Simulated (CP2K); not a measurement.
Mo under changes of volume

One of the cells (15.892 Å³/atom); the others are scaled copies at fixed shape and fractional positions:

```
Mo
1.0
     2.74324    0.00000    0.00000
    -0.91441    2.58635    0.00000
    -0.91441   -1.29317    2.23984
Mo
1
Direct
  0.00000 0.00000 0.00000
```

* Program: CP2K 2026.2
* Functional: PBE
* Potentials or basis: POTENTIAL_UZH Mo GTH-PBE-q14; TZVP-MOLOPT-PBE-GTH basis
* Density cutoff: 6123 eV
* k mesh: 12 × 12 × 12
* Occupations: fermi-dirac, width 0.05 eV
* Spin: no spin polarisation

```tsv
volume (Å³/atom)	energy over the lowest point (meV/atom)	pressure (GPa)
14.938	52.59	18.6
15.256	22.61	11.8
15.574	5.52	5.6
15.892	0.00	0.1
16.209	?	?
16.527	19.04	-9.3
16.845	41.60	-13.3
```

Task: What does the run at 16.209 Å³/atom give?

Result: Energy over the lowest point 4.86 meV/atom; pressure -4.9 GPa.

Worked out: A Birch-Murnaghan fit of order 3 (a polynomial in V^(-2/3)) to the other rows has its minimum at 15.90 Å³/atom with B0 = V·E''(V) = 261 GPa and B' = 4.4. It gives 4.85 meV/atom at 16.209 Å³/atom, against the run's 4.86, and -dE/dV = -4.9 GPa, against -4.9.

Energies are extrapolated to zero smearing.

Caveats: the basis of atomic orbitals isn't converged, which shifts pressures, moduli and gaps.
